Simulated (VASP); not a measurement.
# Zn3H: band structure with TPSS

The system is Zn3H.

```
Zn H
1.0
     0.00000    2.99658    2.99658
     2.99658    0.00000    2.99658
     2.99658    2.99658    0.00000
Zn H
3 1
Direct
  0.50000 0.50000 0.50000
  0.25000 0.25000 0.25000
  0.75000 0.75000 0.75000
  0.00000 0.00000 0.00000
```

The cell was built by a generator and needn't be a form met in nature.

```json
{
  "Program": "VASP 6.6.1",
  "Task": "band structure",
  "Functional": "TPSS",
  "Potentials or basis": "VASP PAW PBE potentials, release 64 (Zn, H)",
  "Cutoff": "520 eV",
  "k mesh": "6 × 6 × 6",
  "Occupations": "fermi-dirac, width 0.05 eV",
  "Spin": "no spin polarisation",
  "Further INCAR settings": "ALGO = Normal; EDIFF = 1e-07; NBANDS = 26"
}
```

```
Pressure                : -3.6 GPa
Band gap along the path : none (metal or under the smearing width)
```

Levels at the corners of the path, in eV from the Fermi level:
```tsv
point	band 16	band 17	band 18	band 19	band 20	band 21	band 22	band 23
Γ	-6.98	0.26	3.38	3.38	3.38	3.86	4.21	4.21
X	-5.40	-4.72	-1.12	-1.12	-1.07	0.03	9.15	11.08
X	-5.40	-4.72	-1.12	-1.12	-1.07	0.03	9.15	11.08
W	-4.25	-4.22	-3.77	-3.77	2.42	4.91	4.91	6.21
W	-4.25	-4.22	-3.77	-3.77	2.42	4.91	4.91	6.21
K	-4.79	-4.56	-4.25	-0.43	-0.29	3.63	7.59	8.47
K	-4.79	-4.56	-4.25	-0.43	-0.29	3.63	7.59	8.47
Γ	-6.98	0.26	3.38	3.38	3.38	3.86	4.21	4.21
Γ	-6.98	0.26	3.38	3.38	3.38	3.86	4.21	4.21
L	-6.26	-5.76	0.42	1.89	1.89	2.97	3.79	3.79
L	-6.26	-5.76	0.42	1.89	1.89	2.97	3.79	3.79
U	-4.79	-4.56	-4.25	-0.43	-0.29	3.63	7.59	8.47
U	-4.79	-4.56	-4.25	-0.43	-0.29	3.63	7.59	8.47
W	-4.25	-4.22	-3.77	-3.77	2.42	4.91	4.91	6.21
W	-4.25	-4.22	-3.77	-3.77	2.42	4.91	4.91	6.21
L	-6.26	-5.76	0.42	1.89	1.89	2.97	3.79	3.79
L	-6.26	-5.76	0.42	1.89	1.89	2.97	3.79	3.79
K	-4.79	-4.56	-4.25	-0.43	-0.29	3.63	7.59	8.47
U	-4.79	-4.56	-4.25	-0.43	-0.29	3.63	7.59	8.47
X	-5.40	-4.72	-1.12	-1.12	-1.07	0.03	9.15	11.08
```

Wall time 100 s on 1 thread of Intel(R) Xeon(R) 6975P-C (Granite Rapids) (shared host), peak memory 0.18 GiB.

Caveat: the PAW data sets were made with another functional, which shifts forces and pressure a little.
